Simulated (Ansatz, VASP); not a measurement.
InP: VASP beside Ansatz

File INCAR:

```
SYSTEM = InP
PREC = Accurate
ENCUT = 520
EDIFF = 1E-7
ISMEAR = 0
SIGMA = 0.05
LREAL = .False.
LASPH = .True.
NELM = 100
ALGO = Fast
ISIF = 2
LWAVE = .False.
LCHARG = .True.
LELF = .True.
LVHAR = .True.
NBANDS = 16
```

File KPOINTS:

```
regular mesh
0
Gamma
  6 6 6
  0 0 0
```

Contents of POSCAR:

```
InP
1.0
    0.0000000000      2.7221624689      2.7221624689
    2.7221624689      0.0000000000      2.7221624689
    2.7221624689      2.7221624689      0.0000000000
In P
1 1
Direct
    0.0000000000      0.0000000000      0.0000000000
    0.5000000000      0.5000000000      0.5000000000
```

Input for Ansatz:

```yaml
crystal:
  lattice:
    - [0.0, 2.7221624689, 2.7221624689]
    - [2.7221624689, 0.0, 2.7221624689]
    - [2.7221624689, 2.7221624689, 0.0]
  atoms:
    - { symbol: In, position: [0.0, 0.0, 0.0] }
    - { symbol: P, position: [0.5, 0.5, 0.5] }
basis:
  ecutwfc: 420
kpoints:
  mp_grid: { grid: [6, 6, 6] }
hamiltonian:
  xc: lda
scf:
  occupations: { method: gaussian, width: 0.05 }
output:
  forces: true
  stress: true
  eigenvalues: true
```

Measurements of this composition are mostly on another form, of space group No. 216.

Alike in both runs: task single point; functional LDA; k mesh 6 × 6 × 6; occupations gaussian, width 0.05 eV; no spin polarisation.

```csv
,VASP,Ansatz
version,VASP 6.6.1,Ansatz 0.2.0
potentials or method,"VASP PAW LDA potentials, release 64 (In_d, P)","scalar-relativistic, plane waves, PAW"
plane-wave cutoff (eV),520,420
valence electrons in the cell,18,18
```

```csv
,VASP,Ansatz,Ansatz less VASP
gap on the k mesh at the Fermi level (eV),none,none,-
pressure (GPa),-1.1,-1.2,-0.11
```

A gap of «none» marks a metal or a gap that the smearing closes.
